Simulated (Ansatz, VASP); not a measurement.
# La4VB23: VASP beside Ansatz, part 2 of 3

One calculation is typed for both programs; each brings its own data sets and cutoff. How far apart do they land?  The structure shown is the end of the VASP relaxation below.

VASP 6.6.1 and Ansatz 0.2.0.

So far: The starting structure; VASP: relaxation, PBEsol.

**2. VASP: relaxation, PBEsol (continued)**

Level of this step: PBEsol, spin-polarised from a ferromagnetic start; plane waves and PAW (La, V, B) (VASP).

OUTCAR, selected parts (step 2):

```text
ion  position               nearest neighbor table
   1  0.000  0.000  0.000-   5 3.04
   2  0.500  0.500  0.000-   5 3.04
   3  0.500  0.000  0.500-   5 3.04
   4  0.000  0.500  0.500-   5 3.04
   5  0.650  0.650  0.500-  10 1.65  13 1.76  17 1.76  21 1.76  25 1.76   9 2.48   1 3.04   3 3.04
                             4 3.04   2 3.04
   6  0.150  0.150  0.500-   9 1.65  14 1.76  18 1.76  22 1.76  26 1.76
   7  0.150  0.650  0.000-  12 1.65  15 1.76  19 1.76  23 1.76  27 1.76
   8  0.650  0.150  0.000-  11 1.65  16 1.76  20 1.76  24 1.76  28 1.76
   9  0.350  0.350  0.500-   6 1.65  13 1.76  17 1.76  21 1.76  25 1.76   5 2.48
  10  0.850  0.850  0.500-   5 1.65  14 1.76  18 1.76  22 1.76  26 1.76
  11  0.850  0.350  0.000-   8 1.65  15 1.76  19 1.76  23 1.76  27 1.76
  12  0.350  0.850  0.000-   7 1.65  16 1.76  20 1.76  24 1.76  28 1.76
  13  0.650  0.500  0.650-  23 1.65   9 1.76  17 1.76   5 1.76  25 1.76
  14  0.150  0.000  0.650-  24 1.65  10 1.76  18 1.76   6 1.76  26 1.76
  15  0.150  0.500  0.150-  21 1.65  11 1.76  19 1.76   7 1.76  27 1.76
  16  0.650  0.000  0.150-  22 1.65  12 1.76  20 1.76   8 1.76  28 1.76
  17  0.500  0.650  0.650-  28 1.65   9 1.76  13 1.76  21 1.76   5 1.76
  18  0.000  0.150  0.650-  27 1.65  10 1.76  14 1.76  22 1.76   6 1.76
  19  0.000  0.650  0.150-  26 1.65  11 1.76  15 1.76  23 1.76   7 1.76
  20  0.500  0.150  0.150-  25 1.65  12 1.76  16 1.76  24 1.76   8 1.76
  21  0.350  0.500  0.350-  15 1.65   9 1.76   5 1.76  17 1.76  25 1.76
  22  0.850  0.000  0.350-  16 1.65  10 1.76   6 1.76  18 1.76  26 1.76
  23  0.850  0.500  0.850-  13 1.65  11 1.76   7 1.76  19 1.76  27 1.76
  24  0.350  0.000  0.850-  14 1.65  12 1.76   8 1.76  20 1.76  28 1.76
  25  0.500  0.350  0.350-  20 1.65   9 1.76  13 1.76   5 1.76  21 1.76
  26  0.000  0.850  0.350-  19 1.65  10 1.76  14 1.76   6 1.76  22 1.76
  27  0.000  0.350  0.850-  18 1.65  11 1.76  15 1.76   7 1.76  23 1.76
  28  0.500  0.850  0.850-  17 1.65  12 1.76  16 1.76   8 1.76  24 1.76

  LATTYP: Found a body centered cubic cell.
 ALAT       =     8.2625289928

 Subroutine GETGRP returns: Found  8 space group operations
 (whereof  2 operations were pure point group operations)

The static configuration has the point symmetry C_1h.
 The point group associated with its full space group is C_4v.

 Found     24 irreducible k-points:

   k-points           NKPTS =     24   k-points in BZ     NKDIM =     24   number of bands    NBANDS=     80

   dimension x,y,z NGX =    32 NGY =   32 NGZ =   32
   dimension x,y,z NGXF=    64 NGYF=   64 NGZF=   64

   ENCUT  =  320.0 eV  23.52 Ry    4.85 a.u.  10.44 10.44 10.44*2*pi/ulx,y,z

   NELECT =     118.0000    total number of electrons

 k-points in reciprocal lattice and weights: Automatic mesh
   0.00000000  0.00000000  0.00000000       0.016
   0.25000000  0.00000000  0.00000000       0.062
   0.00000000  0.00000000  0.25000000       0.031
   0.25000000  0.00000000 -0.25000000       0.062
   0.25000000 -0.25000000  0.00000000       0.031
   0.50000000  0.00000000  0.00000000       0.031
   0.00000000  0.00000000  0.50000000       0.016
   0.50000000  0.00000000  0.50000000       0.031
   0.50000000  0.50000000  0.00000000       0.016
[...]
0.25000000  0.50000000 -0.25000000       0.062
   0.50000000  0.50000000  0.50000000       0.016

 average (electrostatic) potential at core
       1 -95.2564       2 -95.2564       3 -95.2565       4 -95.2565       5 -36.4435
       6 -24.0319       7 -23.6929       8 -23.6929       9 -23.7604      10 -23.0993
      11 -23.7058      12 -23.7058      13 -23.6365      14 -23.9539      15 -23.7249
      16 -23.8280      17 -23.6365      18 -23.9539      19 -23.8280      20 -23.7249
      21 -23.6367      22 -23.9538      23 -23.7249      24 -23.8280      25 -23.6367
      26 -23.9538      27 -23.8280      28 -23.7249

 E-fermi :   8.6664

 spin component 1
 k-point     1 :       0.0000    0.0000    0.0000
  band No.  band energies     occupation
    ...
     53       6.5202      1.00000
     54       6.6629      1.00000
     55       6.6629      1.00000
     56       7.4476      1.00000
     57       7.5591      1.00000
     58       8.6767      0.45632
     59       9.1072     -0.00392
     60       9.2596     -0.00011
     61       9.2597     -0.00011
     62       9.2851     -0.00005
    ...

[...]
58       8.1227      1.00041
     59       8.5804      0.82927
     60       8.5847      0.81586
     61       8.8295      0.00605
     62       9.0122     -0.01729
     63       9.2002     -0.00053
     64       9.4102     -0.00000
     65       9.6558     -0.00000
    ...

 spin component 2
 k-point     1 :       0.0000    0.0000    0.0000
  band No.  band energies     occupation
    ...
     53       6.5932      1.00000
     54       6.7070      1.00000
     55       6.7070      1.00000
     56       7.5651      1.00000
     57       7.6807      1.00000
     58       8.7797      0.09556
     59       9.1235     -0.00286
     60       9.2768     -0.00007
     61       9.2768     -0.00007
     62       9.3411     -0.00001
    ...

 k-point     2 :       0.2500    0.0000    0.0000
  band No.  band energies     occupation
    ...
     54       6.4195      1.00000
     55       6.9488      1.00000
     56       7.4240      1.00000
     57       7.6980      1.00000
     58       8.4132      1.03521
     59       8.7734      0.11139
     60       8.8634     -0.02350
     61       9.1459     -0.00181
     62       9.2185     -0.00033
     63       9.3271     -0.00002
    ...

 k-point     3 :       0.0000    0.0000    0.2500
  band No.  band energies     occupation
    ...
     54       6.2045      1.00000
     55       6.7504      1.00000
     56       7.6791      1.00000
     57       7.7642      1.00000
     58       8.4685      1.02401
     59       8.9098     -0.03545
     60       9.0019     -0.01955
     61       9.0887     -0.00548
     62       9.3264     -0.00002
     63       9.7186     -0.00000
    ...

 k-point     4 :       0.2500    0.0000   -0.2500
  band No.  band energies     occupation
    ...
     54       6.4195      1.00000
     55       6.9488      1.00000
     56       7.4240      1.00000
     57       7.6980      1.00000
     58       8.4132      1.03521
     59       8.7734      0.11138
     60       8.8634     -0.02349
     61       9.1459     -0.00181
     62       9.2185     -0.00033
     63       9.3271     -0.00002
    ...

 k-point     5 :       0.2500   -0.2500    0.0000
  band No.  band energies     occupation
    ...
     54       6.2045      1.00000
     55       6.7505      1.00000
     56       7.6791      1.00000
     57       7.7642      1.00000
     58       8.4685      1.02402
     59       8.9098     -0.03545
     60       9.0019     -0.01954
     61       9.0887     -0.00548
     62       9.3264     -0.00002
     63       9.7186     -0.00000
    ...

  Total       10.9100971     10.9100971     29.5000247     -0.0069289     -0.0078234     -0.0078233
  in kB       61.9769508     61.9769508    167.5806878     -0.0393613     -0.0444422     -0.0444420
  external PRESSURE =      97.1781965 kB  Pullay stress =       0.0000000 kB

  energy-cutoff  :      320.00
  volume of cell :      282.04
      direct lattice vectors                 reciprocal lattice vectors
    -4.131264496  4.131264496  4.131264496     0.000000000  0.121028320  0.121028320
     4.131264496 -4.131264496  4.131264496     0.121028320  0.000000000  0.121028320
     4.131264496  4.131264496 -4.131264496     0.121028320  0.121028320  0.000000000

 POSITION                                       TOTAL-FORCE (eV/Angst)
 -----------------------------------------------------------------------------------
      0.02236      0.02236      8.23140        -0.003040     -0.003040     -0.000959
      4.10894      4.10894     -0.03107         0.003225      0.003225     -0.000920
      4.15359     -0.02237      4.10016        -0.003023      0.002986     -0.000855
     -0.02237      4.15359      4.10016         0.002986     -0.003023     -0.000855
      2.06563      2.06563      3.46180        -0.000013     -0.000013     -0.001844
      2.06564      2.06564     -0.71349        -0.000012     -0.000012     -0.012960
      2.06563     -2.06563      3.25177         0.000051     -0.000052     -0.008471
     -2.06563      2.06563      3.25177        -0.000052      0.000051     -0.008471
      2.06563      2.06563      0.88553        -0.000084     -0.000084      0.022674
      2.06561      2.06561      5.28477        -0.000102     -0.000102     -0.003834
      2.06563      6.19689      0.75847         0.000040     -0.000008      0.005238
      6.19689      2.06563      0.75847        -0.000008      0.000040      0.005238
      2.06564      3.37619      1.95902         0.000006     -0.011377      0.005350
      2.06563      3.32870     -1.91882        -0.000052     -0.000923      0.000191
      2.06564     -0.84985      1.97206         0.000045     -0.012956     -0.006967
      2.06563     -0.83051      6.17788        -0.000034     -0.016565      0.002945
      3.37619      2.06564      1.95902        -0.011377      0.000006      0.005350
      3.32870      2.06563     -1.91882        -0.000923     -0.000052      0.000191
     -0.83051      2.06563      6.17788        -0.016565     -0.000034      0.002945
     -0.84985      2.06564      1.97206        -0.012956      0.000045     -0.006967
      2.06564      0.75508      1.95901        -0.000095      0.011438      0.005316
     -2.06564      4.93383      2.21246        -0.000040      0.000796      0.000132
      2.06563      4.98112      1.97205         0.000072      0.013193     -0.006909
      6.19689      0.83051      2.04660        -0.000060      0.016584      0.002952
      0.75508      2.06564      1.95901         0.011438     -0.000095      0.005316
      4.93383     -2.06564      2.21246         0.000796     -0.000040      0.000132
      0.83051      6.19689      2.04660         0.016584     -0.000060      0.002952
      4.98112      2.06563      1.97205         0.013193      0.000072     -0.006909
 -----------------------------------------------------------------------------------
    total drift:                               -0.000281     -0.000281     -0.004305

  FREE ENERGIE OF THE ION-ELECTRON SYSTEM (eV)
  ---------------------------------------------------
  free  energy   TOTEN  =      -201.2839254317 eV

  energy  without entropy=     -201.2878307990  energy(sigma->0) =     -201.28522722

 reached required accuracy - stopping structural energy minimisation

 total charge
# of ion       s       p       d       f       tot
--------------------------------------------------
    1        2.012   5.633   0.704   0.228   8.577
    2        2.012   5.633   0.704   0.228   8.577
    3        2.012   5.633   0.704   0.228   8.577
    4        2.012   5.633   0.704   0.228   8.577
    5        0.744   0.938   4.256   0.000   5.939
    6        0.723   1.393   0.000   0.000   2.116
    7        0.706   1.402   0.000   0.000   2.108
    8        0.706   1.402   0.000   0.000   2.108
    9        0.731   1.484   0.000   0.000   2.215
   10        0.777   1.578   0.000   0.000   2.355
   11        0.703   1.399   0.000   0.000   2.102
   12        0.703   1.399   0.000   0.000   2.102
   13        0.719   1.372   0.000   0.000   2.091
   14        0.710   1.394   0.000   0.000   2.105
   15        0.712   1.417   0.000   0.000   2.129
   16        0.704   1.395   0.000   0.000   2.099
   17        0.719   1.372   0.000   0.000   2.091
   18        0.710   1.394   0.000   0.000   2.105
   19        0.704   1.395   0.000   0.000   2.099
   20        0.712   1.417   0.000   0.000   2.129
   21        0.719   1.372   0.000   0.000   2.091
   22        0.710   1.394   0.000   0.000   2.105
   23        0.712   1.417   0.000   0.000   2.129
   24        0.704   1.395   0.000   0.000   2.099
   25        0.719   1.372   0.000   0.000   2.091
   26        0.710   1.394   0.000   0.000   2.105
   27        0.704   1.395   0.000   0.000   2.099
   28        0.712   1.417   0.000   0.000   2.129
--------------------------------------------------
tot         25.225  55.842   7.072   0.911  89.050

 magnetization (x)
# of ion       s       p       d       f       tot
--------------------------------------------------
    1        0.001   0.001   0.011   0.005   0.018
    2        0.001   0.001   0.011   0.005   0.018
    3        0.001   0.001   0.011   0.005   0.018
    4        0.001   0.001   0.011   0.005   0.018
    5        0.007   0.000   0.362   0.000   0.369
    6        0.001  -0.001   0.000   0.000   0.000
    7        0.000   0.000   0.000   0.000   0.000
    8        0.000   0.000   0.000   0.000   0.000
    9        0.001  -0.000   0.000   0.000   0.000
   10       -0.002  -0.009   0.000   0.000  -0.011
   11        0.000  -0.001   0.000   0.000  -0.001
   12        0.000  -0.001   0.000   0.000  -0.001
   13       -0.000  -0.003   0.000   0.000  -0.004
   14        0.000  -0.000   0.000   0.000  -0.000
   15        0.000   0.001   0.000   0.000   0.001
   16       -0.000  -0.001   0.000   0.000  -0.001
   17       -0.000  -0.003   0.000   0.000  -0.004
   18        0.000  -0.000   0.000   0.000  -0.000
   19       -0.000  -0.001   0.000   0.000  -0.001
   20        0.000   0.001   0.000   0.000   0.001
   21       -0.000  -0.003   0.000   0.000  -0.004
   22        0.000  -0.000   0.000   0.000  -0.000
   23        0.000   0.001   0.000   0.000   0.001
   24       -0.000  -0.001   0.000   0.000  -0.001
   25       -0.000  -0.003   0.000   0.000  -0.004
   26        0.000  -0.000   0.000   0.000  -0.000
   27       -0.000  -0.001   0.000   0.000  -0.001
   28        0.000   0.001   0.000   0.000   0.001
--------------------------------------------------
tot          0.010  -0.025   0.406   0.020   0.412

[... 1 further part left out ...]
```

The magnetic state follows from one typed start and may not be the lowest. The data set V keeps the semicore shell frozen, which is cheaper and a little less accurate. The run keeps the 2 symmetry operations of its start, so it cannot find a distortion of lower symmetry.

[end of part 2 of 3]

[Lines on the potential files, build, host, timing and source positions are cut from VASP's logs without a mark.]

[Logs are printed without paths, hosts, clocks, repeated set-up lines and the standing remarks that a program may print on its own settings, such as how far it seeks lower states.]

[Hosts, paths, dates, database ids (printed as entryN), source tags and the programs' standing remarks are cut or masked in the printed files.]
